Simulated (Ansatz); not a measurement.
A-La2O3 (relaxed group P-3m1) was relaxed with 3 functionals in Ansatz 0.2.0, cell and atoms free, the symmetry of the start kept (meshes: PBE 12×12×4, r2SCAN 6×6×4, PBEsol 6×6×4). The values are computed, spin-unpolarised.

The r2SCAN result:
```cif
data_structure
_symmetry_space_group_name_H-M 'P-3m1'
_symmetry_Int_Tables_number 164
_cell_length_a 3.9351
_cell_length_b 3.9351
_cell_length_c 6.1262
_cell_angle_alpha 90.000
_cell_angle_beta 90.000
_cell_angle_gamma 120.000
_cell_volume 82.16
loop_
_atom_site_label
_atom_site_type_symbol
_atom_site_symmetry_multiplicity
_atom_site_Wyckoff_symbol
_atom_site_fract_x
_atom_site_fract_y
_atom_site_fract_z
_atom_site_occupancy
La1 La 2 d 0.66667 0.33333 0.75384 1
O1 O 2 d 0.66667 0.33333 0.35389 1
O2 O 1 a 0.00000 0.00000 0.00000 1
```

It is trigonal, P-3m1 (No. 164); a = 3.935 Å, c = 6.126 Å in the conventional setting, 16.43 Å³ an atom. La is surrounded by 7 O at 2.37–2.73 Å; O is surrounded by 4 La at 2.37–2.45 Å; O is surrounded by 6 La at 2.73 Å.

**Question.** Order the functionals by the relaxed volume, smallest first.
A. PBE
B. PBEsol
C. r2SCAN

**Answer.** B (15.96 Å³/atom), C (16.43 Å³/atom), A (16.64 Å³/atom).

**Question.** How does the cell change with PBE?

**Answer.** a = 3.940 Å, c = 6.187 Å; the volume differs by +1.3 % from r2SCAN's. Around La lie 7 O at 2.37–2.74 Å; around O lie 4 La at 2.37–2.46 Å; around O lie 6 La at 2.74 Å.

**Question.** How does the cell change with PBEsol?

**Answer.** a = 3.906 Å, c = 6.041 Å; the volume differs by -2.8 % from r2SCAN's. Around La lie 7 O at 2.35–2.70 Å; around O lie 4 La at 2.35–2.42 Å; around O lie 6 La at 2.70 Å.

**Question.** Held at the r2SCAN cell, what mean stress does PBE find, and does its sign point to its own minimum?

**Answer.** Yes. PBE +1.30 GPa, and its relaxed volume is +1.3 % from r2SCAN's. Compression counts positive, so a positive stress asks for a larger cell.

**Question.** How do the relaxed cells compare with measured ones?

**Answer.**
Set against measured values:
- Lattice constant a, measured 3.937 Å: PBE 3.940 (+0.1 %), r2SCAN 3.935 (0.0 %), PBEsol 3.906 (-0.8 %). Source: 0.3937 nm (a; powder XRD; powder; mixed-phase precursor powder, partly converted to La(OH)3; paper miscalls the phase tetragonal; fit not explicitly stated, ICSD card cited; “Electronic Percolation Threshold of Self-Standing Ag-LaCoO3 Porous Electrodes for Practical Applications”, 2019, pmc:6696329).
- Lattice constant c, measured 6.132 Å: PBE 6.187 (+0.9 %), r2SCAN 6.126 (-0.1 %), PBEsol 6.041 (-1.5 %). Source: 0.6132 nm (c; powder XRD; powder; mixed-phase precursor powder, partly converted to La(OH)3; paper miscalls the phase tetragonal; fit not explicitly stated, ICSD card cited; “Electronic Percolation Threshold of Self-Standing Ag-LaCoO3 Porous Electrodes for Practical Applications”, 2019, pmc:6696329).
The calculated lattice is static; the measured one holds thermal expansion and zero-point motion. Reports marked as nanostructured, strained, doped, implanted or mixed samples, and transport gaps, were set aside.

Spin-orbit coupling is left out.
